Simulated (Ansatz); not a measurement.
Something may be wrong with this Ansatz 0.2.0 calculation of Ru.

Contents of input.yaml:

```yaml
crystal:
  lattice:
    - [2.631630846, 0.0, 0.0]
    - [-1.315815423, 2.279059166, 0.0]
    - [0.0, 0.0, 4.164528095]
  atoms:
    - { symbol: Ru, position: [0.6666666667, 0.3333333333, 0.75], spin: 1.0, spin_axis: [1.0, 0.0, 0.0] }
    - { symbol: Ru, position: [0.3333333333, 0.6666666667, 0.25], spin: 1.0, spin_axis: [-1.0, 0.0, 0.0] }
kpoints:
  mp_grid: { grid: [1, 1, 1] }
scf:
  occupations: { method: methfessel_paxton, width: 0.05 }
  max_iter: 60
hamiltonian:
  xc: pbe
  dispersion: d3bjatm
  pseudopotentials:
    kind: all_electron
    lapw: { basis_error: 0.001 }
    relativity: none
magnetization:
  noncollinear: true
output:
  forces: true
  stress: true
relax:
  f_tol: 0.005
  max_steps: 60
  cell: {}
```

Potentials or basis: all-electron LAPW, non-relativistic.

The run is started by

```bash
$ ansatz run input.yaml --threads 1 --pin off --max-ram 2560MiB --backend cpu --events-out ev --progress --plain --runs-dir out
```

Output:

```text
Warning: RAYON_NUM_THREADS=1 ignored (pool sized by the plan → 1); use --threads N
The last accepted step is kept in <dir> (removed where the run ends without a failure and the disk answers)
LAPW: plane waves up to 9.148 Å⁻¹, error target 1.0e-3 eV per atom; Ru in spheres of 1.250 Å, 32 of its electrons in bands, Dirac shells [] (how accurate: hamiltonian.pseudopotentials.lapw.basis_error, Limitations)
Engine: ansatz 0.2.0, aarch64-unknown-linux-gnu
Pseudopotentials: kind: all_electron
Pseudopotential: Ru, LAPW, valence charge 32, lapw/all_electron/none/Ru, Schrödinger's equation, point nucleus
Functional definition: PBE
[... 244 lines left out ...]
the starting moments were not kept: the SCF closed with an absolute magnetisation of 2.2e-7 μB, where they sum to 2 μB in size (2 sites). That is at most 0.1 of that sum. Measured as dr2_m measures the in/out step, that magnetisation stands 3.3e-15 eV from none, at or under the dr2_threshold of 1.0e-7 eV: it is no larger than a step whose dr2_m would equal this threshold.
SCF 10 converged in 7 iterations: F = -241834.634844 eV  dr2 = 2.16e-8
relax step   7: F+E_penalty+E_count = -241834.63484406 eV  Δ(F+E_penalty+E_count) = -6.113e-1 eV  max|allowed force component| = 7.582e-25 eV/Å  Δτ_max = 0.0000 Å  P = -23.391 GPa  Ω = 27.442 Å³  (7 SCF iters, accepted)
Crystal: 2 atoms, lattice volume = 26.449 Å³
Basis set: ecut = 358.5484428404048 eV, 437 PW (Γ), exchange–correlation at level 2
Moments: of one size on atoms that these operations exchange, one fixing the others by the rotation that the starting moments gave each, and all in one plane where the starting moments lie in one or along one axis (crystal.symmetry.detect: false holds none)
iter 1 solved again at ethr=7.07e-7 eV; its pass at ethr=1.00e-1 eV (dr2=4.53e-4 eV) is discarded
SCF iter   1: F=—  HF=-241834.711688 eV  |F-HF|=—  |Δ(HF+E_count)|=         —  Δρ=1.81e-3  dr2=4.21e-4  dr2_m=6.91e-13  ethr=7.07e-7  |M|=5.89e-11 ∫|m|=4.14e-6 μB  β_m=0.30  ⟨swp⟩=5.0  Hψ=438  notcnv=0
preconditioner: auto → Resta (q_TF=auto, 3.161 Å⁻¹)  ε∞=5.9  [insulator: Δε(μ)=0.948 eV  Ē_g=12.995 eV  σ=0.050 eV  W_gap=1.00  n_scr=20 (ndim 8)  ℏωp=28.9 eV  f_vac=0.032  D(μ)=-0.00/eV (n_scr^D=0)  ε∞_Penn≈5.9]
spin=Noncollinear: Resta preconditioning applied to the charge; magnetization (m_x, m_y, m_z) channels mix plain (no charge-response kernel on spin).
SCF iter   2: F=—  HF=-241834.711276 eV  |F-HF|=—  |Δ(HF+E_count)|=   4.12e-4  S|Δr|=    0.00e0  Δρ=1.35e-3  dr2=2.19e-4  dr2_m=4.04e-14  ethr=6.58e-7  |M|=7.36e-13 ∫|m|=7.45e-7 μB  β_m=0.46  ⟨swp⟩=2.0  Hψ=226  notcnv=0
```

Problem. What happened, and what is wrong with the input?

Solution. The run was cut off at its time limit. The input holds a flaw that was put in on purpose: one k-point for a small cell (kpoints.mp_grid.grid = 1 × 1 × 1).
